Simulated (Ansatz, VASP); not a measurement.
# WSe2: VASP beside Ansatz

```
W Se
1.0
     3.13940    0.00000    0.00000
    -1.56970    2.71880    0.00000
     0.00000    0.00000   16.66114
W Se
1 2
Direct
  0.00000 0.00000 0.99794
  0.33333 0.66667 0.10280
  0.33333 0.66667 0.90200
```

Change from the starting cell: mode 9 frozen in at -0.040 Å, equal normal strain along x and y -0.0400.

Alike in both runs: task single point; functional PBEsol; k mesh 9 × 9 × 2; occupations gaussian, width 0.05 eV; no spin polarisation.

|  | VASP | Ansatz |
| --- | --- | --- |
| version | VASP 6.6.1 | Ansatz 0.2.0 |
| potentials or method | VASP PAW PBE potentials, release 64 (W_sv, Se) | scalar-relativistic, plane waves, PAW |
| plane-wave cutoff (eV) | 520 | 420 |
| valence electrons in the cell | 26 | 46 |

```csv
,VASP,Ansatz,Ansatz less VASP
gap on the k mesh at the Fermi level (eV),1.71,1.71,-0.002
least direct gap on the mesh (eV),2.20,2.20,+0.005
rms of the force components (eV/Å),1.240,1.215,-0.0259
```

Atom by atom the forces differ by 0.040 eV/Å (rms over components). The two sets of potentials don't hold the same shells in valence. Ansatz warned: «pseudo_functional_mismatch».

Caveats: the PAW data sets were made with another functional, which shifts forces and pressure a little (VASP); spin-orbit coupling is left out, which moves the levels of the heavy elements.
